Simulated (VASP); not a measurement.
# BAs: equation of state in MP2

BAs, F-43m (no. 216), 2 atoms in the cell. HF, MP2 total energies; PAW potentials As_GW, B_GW (PBE set).

k mesh of the Hartree-Fock energy: 4 × 4 × 4; Volumes (share of the given one): 0.92, 0.96, 1, 1.04, 1.08; Algorithm: Laplace-transformed MP2.

## Input

INCAR.step1:
```
SYSTEM = BAs
  ISMEAR = 0
  SIGMA = 0.01
  EDIFF = 1E-7
  PREC = Accurate
  LASPH = .True.
  LREAL = .False.
  LCHARG = .False.
  ENCUT = 350
  GGA = PE
  LWAVE = .True.
  ALGO = Normal
```

INCAR.step2:
```
SYSTEM = BAs
  ISMEAR = 0
  SIGMA = 0.01
  EDIFF = 1E-6
  PREC = Accurate
  LASPH = .True.
  LREAL = .False.
  LCHARG = .False.
  ENCUT = 350
  GGA = PE
  LHFCALC = .True.
  AEXX = 1.0
  ALDAC = 0.0
  AGGAC = 0.0
  HFRCUT = -1
  PRECFOCK = Fast
  ALGO = All
  LWAVE = .False.
```

INCAR.step3:
```
SYSTEM = BAs
  ISMEAR = 0
  SIGMA = 0.01
  EDIFF = 1E-6
  PREC = Accurate
  LASPH = .True.
  LREAL = .False.
  LCHARG = .False.
  ENCUT = 350
  GGA = PE
  LWAVE = .True.
  ALGO = Normal
```

INCAR.step4, as INCAR.step3 but for:
```
- EDIFF = 1E-6
- ALGO = Normal
+ EDIFF = 1E-7
+ LHFCALC = .True.
+ AEXX = 1.0
+ ALDAC = 0.0
+ AGGAC = 0.0
+ HFRCUT = -1
+ PRECFOCK = Fast
+ LORBITALREAL = .True.
+ ALGO = All
```

INCAR.step5, as INCAR.step4 but for:
```
- EDIFF = 1E-7
- ALGO = All
+ EDIFF = 1E-8
+ ALGO = Exact
+ NELM = 1
+ NBANDS = 388
```

INCAR.step6, as INCAR.step5 but for:
```
- HFRCUT = -1
- ALGO = Exact
- NELM = 1
- NBANDS = 388
- LWAVE = .True.
+ ALGO = ACFDTRK
+ NOMEGA = 6
+ LMP2LT = .True.
+ KPAR = 8
+ NBANDS = 400
+ LWAVE = .False.
```

INCAR.step11, as INCAR.step6 but for:
```
- ALGO = ACFDTRK
- NOMEGA = 6
- LMP2LT = .True.
- KPAR = 8
- NBANDS = 400
- LWAVE = .False.
+ HFRCUT = -1
+ ALGO = Exact
+ NELM = 1
+ NBANDS = 392
+ LWAVE = .True.
```

INCAR.step17, as INCAR.step11 but for:
```
- NBANDS = 392
+ NBANDS = 412
```

INCAR.step18, as INCAR.step17 but for:
```
- HFRCUT = -1
- ALGO = Exact
- NELM = 1
- NBANDS = 412
- LWAVE = .True.
+ ALGO = ACFDTRK
+ NOMEGA = 6
+ LMP2LT = .True.
+ KPAR = 8
+ NBANDS = 416
+ LWAVE = .False.
```

INCAR.step23, as INCAR.step18 but for:
```
- ALGO = ACFDTRK
- NOMEGA = 6
- LMP2LT = .True.
- KPAR = 8
- NBANDS = 416
- LWAVE = .False.
+ HFRCUT = -1
+ ALGO = Exact
+ NELM = 1
+ NBANDS = 444
+ LWAVE = .True.
```

INCAR.step24, as INCAR.step23 but for:
```
- HFRCUT = -1
- ALGO = Exact
- NELM = 1
- NBANDS = 444
- LWAVE = .True.
+ ALGO = ACFDTRK
+ NOMEGA = 6
+ LMP2LT = .True.
+ KPAR = 8
+ NBANDS = 448
+ LWAVE = .False.
```

KPOINTS.step1:
```
k-points
0
Gamma
  4 4 4
```

KPOINTS.step3:
```
k-points
0
Gamma
  2 2 2
```

POSCAR.step1:
```
BAs
1.0
    0.0000000000      2.3230284114      2.3230284114
    2.3230284114      0.0000000000      2.3230284114
    2.3230284114      2.3230284114      0.0000000000
As B
1 1
Direct
    0.7500000000      0.7500000000      0.7500000000
    0.0000000000      0.0000000000      0.0000000000
```

POSCAR.step7:
```
BAs
1.0
    0.0000000000      2.3562190158      2.3562190158
    2.3562190158      0.0000000000      2.3562190158
    2.3562190158      2.3562190158      0.0000000000
As B
1 1
Direct
    0.7500000000      0.7500000000      0.7500000000
    0.0000000000      0.0000000000      0.0000000000
```

POSCAR.step13:
```
BAs
1.0
    0.0000000000      2.3885000000      2.3885000000
    2.3885000000      0.0000000000      2.3885000000
    2.3885000000      2.3885000000      0.0000000000
As B
1 1
Direct
    0.7500000000      0.7500000000      0.7500000000
    0.0000000000      0.0000000000      0.0000000000
```

POSCAR.step19:
```
BAs
1.0
    0.0000000000      2.4199312360      2.4199312360
    2.4199312360      0.0000000000      2.4199312360
    2.4199312360      2.4199312360      0.0000000000
As B
1 1
Direct
    0.7500000000      0.7500000000      0.7500000000
    0.0000000000      0.0000000000      0.0000000000
```

POSCAR.step25:
```
BAs
1.0
    0.0000000000      2.4505665292      2.4505665292
    2.4505665292      0.0000000000      2.4505665292
    2.4505665292      2.4505665292      0.0000000000
As B
1 1
Direct
    0.7500000000      0.7500000000      0.7500000000
    0.0000000000      0.0000000000      0.0000000000
```

Commands (each step's output is kept before the next begins):
```
cat potpaw_PBE.64/As_GW/POTCAR potpaw_PBE.64/B_GW/POTCAR > POTCAR
cp INCAR.step1 INCAR
cp KPOINTS.step1 KPOINTS
cp POSCAR.step1 POSCAR
mpirun -np 16 vasp_std > vasp.out
cp INCAR.step2 INCAR
mpirun -np 16 vasp_std > vasp.out
rm WAVECAR CHG
cp INCAR.step3 INCAR
cp KPOINTS.step3 KPOINTS
mpirun -np 16 vasp_std > vasp.out
cp INCAR.step4 INCAR
mpirun -np 16 vasp_std > vasp.out
cp INCAR.step5 INCAR
mpirun -np 16 vasp_std > vasp.out
cp INCAR.step6 INCAR
mpirun -np 16 vasp_std > vasp.out
rm WAVECAR CHG
cp INCAR.step1 INCAR
cp KPOINTS.step1 KPOINTS
cp POSCAR.step7 POSCAR
mpirun -np 16 vasp_std > vasp.out
cp INCAR.step2 INCAR
mpirun -np 16 vasp_std > vasp.out
rm WAVECAR CHG
cp INCAR.step3 INCAR
cp KPOINTS.step3 KPOINTS
mpirun -np 16 vasp_std > vasp.out
cp INCAR.step4 INCAR
mpirun -np 16 vasp_std > vasp.out
cp INCAR.step11 INCAR
mpirun -np 16 vasp_std > vasp.out
cp INCAR.step6 INCAR
mpirun -np 16 vasp_std > vasp.out
rm WAVECAR CHG
cp INCAR.step1 INCAR
cp KPOINTS.step1 KPOINTS
cp POSCAR.step13 POSCAR
mpirun -np 16 vasp_std > vasp.out
cp INCAR.step2 INCAR
mpirun -np 16 vasp_std > vasp.out
rm WAVECAR CHG
cp INCAR.step3 INCAR
cp KPOINTS.step3 KPOINTS
mpirun -np 16 vasp_std > vasp.out
cp INCAR.step4 INCAR
mpirun -np 16 vasp_std > vasp.out
cp INCAR.step17 INCAR
mpirun -np 16 vasp_std > vasp.out
cp INCAR.step18 INCAR
mpirun -np 16 vasp_std > vasp.out
rm WAVECAR CHG
cp INCAR.step1 INCAR
cp KPOINTS.step1 KPOINTS
cp POSCAR.step19 POSCAR
mpirun -np 16 vasp_std > vasp.out
cp INCAR.step2 INCAR
mpirun -np 16 vasp_std > vasp.out
rm WAVECAR CHG
cp INCAR.step3 INCAR
cp KPOINTS.step3 KPOINTS
mpirun -np 16 vasp_std > vasp.out
cp INCAR.step4 INCAR
mpirun -np 16 vasp_std > vasp.out
cp INCAR.step23 INCAR
mpirun -np 16 vasp_std > vasp.out
cp INCAR.step24 INCAR
mpirun -np 16 vasp_std > vasp.out
rm WAVECAR CHG
cp INCAR.step1 INCAR
cp KPOINTS.step1 KPOINTS
cp POSCAR.step25 POSCAR
mpirun -np 16 vasp_std > vasp.out
cp INCAR.step2 INCAR
mpirun -np 16 vasp_std > vasp.out
rm WAVECAR CHG
cp INCAR.step3 INCAR
cp KPOINTS.step3 KPOINTS
mpirun -np 16 vasp_std > vasp.out
cp INCAR.step4 INCAR
mpirun -np 16 vasp_std > vasp.out
cp INCAR.step23 INCAR
mpirun -np 16 vasp_std > vasp.out
cp INCAR.step24 INCAR
mpirun -np 16 vasp_std > vasp.out
```

## Result

- MP2 volume at rest (Å³/atom): 13.65
- MP2 bulk modulus (GPa): 143
- PBE volume at rest (Å³/atom): 14.02
- PBE bulk modulus (GPa): 132
- Hartree-Fock volume at rest (Å³/atom): 13.96
- Hartree-Fock bulk modulus (GPa): 152

Energy against volume (meV/atom, each curve from its lowest point):

| Volume (Å³/atom) | PBE | Hartree-Fock | MP2 total |
|---|---|---|---|
| 12.54 | 77.8 | 79.6 | 46.5 |
| 13.08 | 28.7 | 27.4 | 11.4 |
| 13.63 | 4.3 | 2.5 | 0 |
| 14.17 | 0 | 0 | 8.5 |
| 14.72 | 12.4 | 16.4 | 32.9 |

VASP 6.6.1 took 455 s on 16 cores (Intel Xeon Platinum 8259CL @ 2.50GHz (Skylake/Cascade Lake)), a shared host.
